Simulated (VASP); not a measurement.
# CdS (F-43m) in VASP: single point with PBE0

Aim: the single point of CdS with PBE0.

Everything below comes from runs of VASP 6.6.1. Logs are shortened: lines on timing, memory, paths and dates and some standing lists are left out, and cuts for length are marked.

## 1. The structure

Symmetry: F-43m, No. 216, cubic system. Conventional cell: a = 5.836 Å, b = 5.836 Å, c = 5.836 Å, α = 90.00°, β = 90.00°, γ = 90.00°. Cd (site symmetry -43m) is surrounded by 4 S at 2.53 Å. Around S (site symmetry -43m) lie 4 Cd at 2.53 Å.

The cell is a database's computed one.

## 2. Single point, PBE0

File POSCAR:

```
CdS
1.0
    0.0000000000      2.9178400000      2.9178400000
    2.9178400000      0.0000000000      2.9178400000
    2.9178400000      2.9178400000      0.0000000000
Cd S
1 1
Direct
    0.0000000000      0.0000000000      0.0000000000
    0.7500000000      0.7500000000      0.7500000000
```

File INCAR.step1:

```
SYSTEM = CdS
PREC = Accurate
ENCUT = 520
EDIFF = 1E-5
ISMEAR = 0
SIGMA = 0.02
LREAL = .False.
LASPH = .True.
NELM = 100
ALGO = Normal
ISIF = 2
LWAVE = .True.
LCHARG = .False.
GGA = PE
```

File INCAR.step2:

```
SYSTEM = CdS
PREC = Accurate
ENCUT = 520
EDIFF = 1E-7
ISMEAR = 0
SIGMA = 0.02
LREAL = .False.
LASPH = .True.
NELM = 100
ALGO = Normal
ISIF = 2
LWAVE = .False.
LCHARG = .False.
GGA = PE
LHFCALC = .True.
AEXX = 0.25
PRECFOCK = Fast
ISTART = 1
```

File KPOINTS:

```
Automatic mesh
0
Gamma
  6 6 6
  0 0 0
```

Potentials or basis: VASP PAW PBE potentials, release 64 (Cd, S).

Command:

```bash
> cat potpaw_PBE.64/Cd/POTCAR potpaw_PBE.64/S/POTCAR > POTCAR
> cp INCAR.step1 INCAR
> mpirun -np 1 vasp_std > vasp.out
> cp INCAR.step2 INCAR
> mpirun -np 1 vasp_std > vasp.out
```

OUTCAR:

```text
SYSTEM = CdS
   PREC = Accurate
   ENCUT = 520
   EDIFF = 1E-7
   ISMEAR = 0
   LREAL = .False.
   LASPH = .True.
   NELM = 100
   ISIF = 2
   GGA = PE
   LHFCALC = .True.
   AEXX = 0.25
   PRECFOCK = Fast
   ISTART = 1

 ion  position               nearest neighbor table
   1  0.000  0.000  0.000-   2 2.53   2 2.53   2 2.53   2 2.53
   2  0.750  0.750  0.750-   1 2.53   1 2.53   1 2.53   1 2.53

  LATTYP: Found a face centered cubic cell.
 ALAT       =     5.8356800000

  Lattice vectors:

 A1 = (   0.0000000000,   2.9178400000,   2.9178400000)
 A2 = (   2.9178400000,   0.0000000000,   2.9178400000)
 A3 = (   2.9178400000,   2.9178400000,   0.0000000000)

Analysis of symmetry for initial positions (statically):
=====================================================================
 Subroutine PRICEL returns:
 Original cell was already a primitive cell.

 Routine SETGRP: Setting up the symmetry group for a
 face centered cubic supercell.

 Subroutine GETGRP returns: Found 24 space group operations
 (whereof 24 operations were pure point group operations)
 out of a pool of 48 trial point group operations.

The static configuration has the point symmetry T_d .

Analysis of symmetry for dynamics (positions and initial velocities):
=====================================================================
 Subroutine PRICEL returns:
 Original cell was already a primitive cell.

 Routine SETGRP: Setting up the symmetry group for a
 face centered cubic supercell.

 Subroutine GETGRP returns: Found 24 space group operations
 (whereof 24 operations were pure point group operations)
 out of a pool of 48 trial point group operations.

The dynamic configuration has the point symmetry T_d .

 Subroutine INISYM returns: Found 24 space group operations
 (whereof 24 operations are pure point group operations),
 and found     1 'primitive' translations

----------------------------------------------------------------------------------------

                                     Primitive cell

  volume of cell :      49.6838

  direct lattice vectors                    reciprocal lattice vectors
     0.000000000  2.917840000  2.917840000    -0.171359636  0.171359636  0.171359636
     2.917840000  0.000000000  2.917840000     0.171359636 -0.171359636  0.171359636
     2.917840000  2.917840000  0.000000000     0.171359636  0.171359636 -0.171359636

  length of vectors
     4.126448901  4.126448901  4.126448901     0.296803596  0.296803596  0.296803596

  position of ions in fractional coordinates (direct lattice)
     0.000000000  0.000000000  0.000000000
     0.750000000  0.750000000  0.750000000

  ion indices of the primitive-cell ions
   primitive index   ion index
                 1           1
                 2           2

----------------------------------------------------------------------------------------

 KPOINTS: Automatic mesh

Automatic generation of k-mesh.
 Grid dimensions read from file:
 generate k-points for:    6    6    6

 Generating k-lattice:

  Cartesian coordinates                     Fractional coordinates (reciprocal lattice)
    -0.028559939  0.028559939  0.028559939     0.166666667  0.000000000  0.000000000
     0.028559939 -0.028559939  0.028559939     0.000000000  0.166666667  0.000000000
     0.028559939  0.028559939 -0.028559939     0.000000000  0.000000000  0.166666667

  Length of vectors
     0.049467266  0.049467266  0.049467266

  Shift w.r.t. Gamma in fractional coordinates (k-lattice)
     0.000000000  0.000000000  0.000000000

 Subroutine IBZKPT returns following result:
 ===========================================

 Found     16 irreducible k-points:

 Following reciprocal coordinates:
            Coordinates               Weight
  0.000000  0.000000  0.000000      1.000000
  0.166667  0.000000  0.000000      8.000000
  0.333333  0.000000  0.000000      8.000000
  0.500000  0.000000  0.000000      4.000000
  0.166667  0.166667  0.000000      6.000000
  0.333333  0.166667  0.000000     24.000000
[... 8 lines left out ...]
 -0.333333  0.333333  0.166667     24.000000
 -0.333333  0.500000  0.166667     12.000000
   k-points           NKPTS =     16   k-points in BZ     NKDIM =    216   number of bands    NBANDS=     13
   number of dos      NEDOS =    301   number of ions     NIONS =      2
   total plane-waves  NPLWV =  32768
   dimension x,y,z NGX =    32 NGY =   32 NGZ =   32
   dimension x,y,z NGXF=    64 NGYF=   64 NGZF=   64
   ions per type =               1   1
   NGX,Y,Z   is equivalent  to a cutoff of  12.89, 12.89, 12.89 a.u.
   NGXF,Y,Z  is equivalent  to a cutoff of  25.78, 25.78, 25.78 a.u.
 SYSTEM =  CdS
   PREC   = accura    normal or accurate (medium, high low for compatibility)
   ISTART =      1    job   : 0-new  1-cont  2-samecut
   ICHARG =      0    charge: 1-file 2-atom 10-const
   ISPIN  =      1    spin polarized calculation?
   LNONCOLLINEAR =      F non collinear calculations
   LSORBIT =      F    spin-orbit coupling
   LASPH  =      T    aspherical Exc in radial PAW
   ENCUT  =  520.0 eV  38.22 Ry    6.18 a.u.   7.67  7.67  7.67*2*pi/ulx,y,z
   NELM   =    100;   NELMIN=  2; NELMDL=  0     # of ELM steps
   EDIFF  = 0.1E-06   stopping-criterion for ELM
   LREAL  =      F    real-space projection
   EDIFFG = 0.1E-05   stopping-criterion for IOM
   NSW    =      0    number of steps for IOM
   IBRION =     -1    ionic relax: 0-MD 1-quasi-New 2-CG
   NFREE  =      0    steps in history (QN), initial steepest desc. (CG)
   ISIF   =      2    stress and relaxation
   ISYM   =      3    0-nonsym 1-usesym 2-fastsym
   POTIM  = 0.5000    time-step for ionic-motion
   TEBEG  =    0.0;   TEEND  =   0.0 temperature during run
   PSTRESS=    0.0 pullay stress
   NELECT =      18.0000    total number of electrons
   NUPDOWN=      -1.0000    fix difference up-down
   EMIN   =  10.00;   EMAX   =-10.00  energy-range for DOS
   EFERMI =   0.00;   METHOD = LEGACY
   ISMEAR =     0;   SIGMA  =   0.02  broadening in eV -4-tet -1-fermi 0-gaus
   EFERMI_NEDOS =   21; number of points for ismear=-14 and -15
   IALGO  =     38    algorithm
   IMIX   =      1    mixing-type and parameters
     AMIX     =   0.40;   BMIX     =  1.00
     AMIX_MAG =   1.60;   BMIX_MAG =  1.00
  volume/ion in A,a.u.               =      24.84       167.64
  Fermi-wavevector in a.u.,A,eV,Ry     =   1.167063  2.205429 18.531616  1.362035
  Thomas-Fermi vector in A             =   2.303568
   LORBIT       =      0    0 simple, 1 ext, 2 COOP (PROOUT), +10 PAW based schemes
   GGA     = PE    functional components
   LHFCALC =     T    Hartree Fock is set to
   PRECFOCK=fast      Normal, Fast or Accurate (Low or Medium for compatibility)
   ENCUT4O =  -1.0   cutoff for four orbital integrals eV
   NKREDX  =     1    reduce k-point grid by
   NKREDY  =     1    reduce k-point grid by
   NKREDZ  =     1    reduce k-point grid by
   AEXX    =    0.2500 exact exchange contribution
   HFSCREEN=    0.0000 screening length (either q_TF or 0.3 A-1)
   HFSCREENC=   0.0000 screening length for correlation (either q_TF or 0.3 A-1)
   ENCUTFOCK=  -1.0 apply spherical cutoff to Coloumb kernel
   IVDW    =     0    specifies the selected vdW correction
   LEPSILON=     F    determine dielectric tensor
   LRPA    =     F    only Hartree local field effects (RPA)
 non-spin polarized calculation
 Gauss-broadening in eV      SIGMA  =   0.02
  energy-cutoff  :      520.00
  volume of cell :       49.68
 maximum number of plane-waves:      1363
 NGX is ok and might be reduce to    32
  NGX = 18; NGY = 18; NGZ = 18

 number of electron      18.0000005 magnetization

 Free energy of the ion-electron system (eV)
  ---------------------------------------------------
  ext. energy  EPLUGINS =         0.00000000
  ---------------------------------------------------
  free energy    TOTEN  =        -8.17912586 eV

  energy without entropy =       -8.17912586  energy(sigma->0) =       -8.17912586

 E-fermi :   0.3982     XC(G=0):  -7.2149

 val. band max:        0.2826143663   @ k =   0.0000   0.0000   0.0000
 cond. band min:       3.1116629483   @ k =   0.0000   0.0000   0.0000
 fundamental gap:      2.8290485819
 Fermi energy:         0.3982015119

 k-point     1 :       0.0000    0.0000    0.0000
  band No.  band energies     occupation
      1     -13.3373      2.00000
      2      -8.6159      2.00000
      3      -8.6159      2.00000
      4      -8.6159      2.00000
      5      -8.1318      2.00000
      6      -8.1318      2.00000
      7       0.2826      2.00000
      8       0.2826      2.00000
      9       0.2826      2.00000
     10       3.1117      0.00000
     11       8.7198      0.00000
     12       8.7198      0.00000
     13       8.7198      0.00000

 k-point     2 :       0.1667    0.0000    0.0000
  band No.  band energies     occupation
      1     -13.2225      2.00000
      2      -8.5783      2.00000
      3      -8.5783      2.00000
      4      -8.5029      2.00000
      5      -8.1328      2.00000
      6      -8.1328      2.00000
      7      -1.2773      2.00000
      8       0.0591      2.00000
      9       0.0591      2.00000
     10       4.2938      0.00000
     11       8.3574      0.00000
     12       9.0642      0.00000
     13       9.0642      0.00000

 k-point     3 :       0.3333    0.0000    0.0000
  band No.  band energies     occupation
      1     -12.9935      2.00000
      2      -8.5163      2.00000
      3      -8.5163      2.00000
      4      -8.1173      2.00000
      5      -8.1173      2.00000
      6      -8.1039      2.00000
      7      -3.4034      2.00000
      8      -0.3477      2.00000
      9      -0.3477      2.00000
     10       5.0582      0.00000
     11       8.9244      0.00000
     12       9.2740      0.00000
     13       9.2740      0.00000

 k-point     4 :       0.5000    0.0000    0.0000
  band No.  band energies     occupation
      1     -12.8811      2.00000
      2      -8.4944      2.00000
      3      -8.4944      2.00000
      4      -8.0979      2.00000
      5      -8.0979      2.00000
      6      -7.7182      2.00000
      7      -4.4714      2.00000
      8      -0.5358      2.00000
      9      -0.5358      2.00000
     10       5.0942      0.00000
     11       9.1667      0.00000
     12       9.1667      0.00000
     13       9.6805      0.00000

 k-point     5 :       0.1667    0.1667    0.0000
  band No.  band energies     occupation
      1     -13.1847      2.00000
      2      -8.5396      2.00000
      3      -8.5396      2.00000
      4      -8.5197      2.00000
      5      -8.1550      2.00000
      6      -8.1114      2.00000
      7      -1.2073      2.00000
      8      -0.3045      2.00000
      9      -0.3045      2.00000
     10       4.7677      0.00000
     11       7.6172      0.00000
     12       9.5584      0.00000
     13       9.5584      0.00000
[... 129 lines left out ...]
 k-point    14 :       0.5000    0.3333    0.1667
  band No.  band energies     occupation
      1     -12.8490      2.00000
      2      -8.4270      2.00000
      3      -8.4149      2.00000
      4      -8.2238      2.00000
      5      -8.0948      2.00000
      6      -7.7965      2.00000
      7      -3.5035      2.00000
      8      -1.8737      2.00000
      9      -1.0727      2.00000
     10       6.8058      0.00000
     11       7.3999      0.00000
     12       8.8537      0.00000
     13      11.1920      0.00000

 k-point    15 :      -0.3333    0.3333    0.1667
  band No.  band energies     occupation
      1     -12.7782      2.00000
      2      -8.4200      2.00000
      3      -8.3795      2.00000
      4      -8.1752      2.00000
      5      -8.1151      2.00000
      6      -7.5278      2.00000
      7      -3.9789      2.00000
      8      -2.2169      2.00000
      9      -1.4013      2.00000
     10       7.1743      0.00000
     11       7.6132      0.00000
     12       9.2808      0.00000
     13      11.0112      0.00000

 k-point    16 :      -0.3333    0.5000    0.1667
  band No.  band energies     occupation
      1     -12.7436      2.00000
      2      -8.3751      2.00000
      3      -8.3483      2.00000
      4      -8.2135      2.00000
      5      -8.0923      2.00000
      6      -7.4933      2.00000
      7      -3.9142      2.00000
      8      -2.0580      2.00000
      9      -2.0401      2.00000
     10       6.6713      0.00000
     11       7.3746      0.00000
     12      10.4723      0.00000
     13      10.5678      0.00000

------------------------ aborting loop because EDIFF is reached ----------------------------------------

  FORCE on cell =-STRESS in cart. coord.  units (eV):
  Direction    XX          YY          ZZ          XY          YZ          ZX
  --------------------------------------------------------------------------------------
  -------------------------------------------------------------------------------------
  Total        0.5459637      0.5459637      0.5459637      0.0000000      0.0000000      0.0000000
  in kB       17.6059696     17.6059696     17.6059696      0.0000000      0.0000000      0.0000000
  external PRESSURE =      17.6059696 kB  Pullay stress =       0.0000000 kB

 VOLUME and BASIS-vectors are now :
 -----------------------------------------------------------------------------
  energy-cutoff  :      520.00
  volume of cell :       49.68
      direct lattice vectors                 reciprocal lattice vectors
     0.000000000  2.917840000  2.917840000    -0.171359636  0.171359636  0.171359636
     2.917840000  0.000000000  2.917840000     0.171359636 -0.171359636  0.171359636
     2.917840000  2.917840000  0.000000000     0.171359636  0.171359636 -0.171359636

 POSITION                                       TOTAL-FORCE (eV/Angst)
 -----------------------------------------------------------------------------------
      0.00000      0.00000      0.00000        -0.000000     -0.000000     -0.000000
      4.37676      4.37676      4.37676         0.000000      0.000000      0.000000
 -----------------------------------------------------------------------------------
    total drift:                               -0.000015     -0.000020     -0.000011

  FREE ENERGIE OF THE ION-ELECTRON SYSTEM (eV)
  ---------------------------------------------------
  free  energy   TOTEN  =        -8.1791258607 eV

  energy  without entropy=       -8.1791258607  energy(sigma->0) =       -8.17912586
```

Wall time 17 min (1 thread of Intel Xeon Platinum 8488C (Sapphire Rapids), shared host); peak memory 0.2 GiB.

Results:

```yaml
Free_energy: -8.1791 eV
Pressure: 1.8 GPa
Band_gap_on_the_k_mesh: 2.83 eV, direct
```

Caveat: the PAW data sets were made with another functional, which shifts forces and pressure a little.
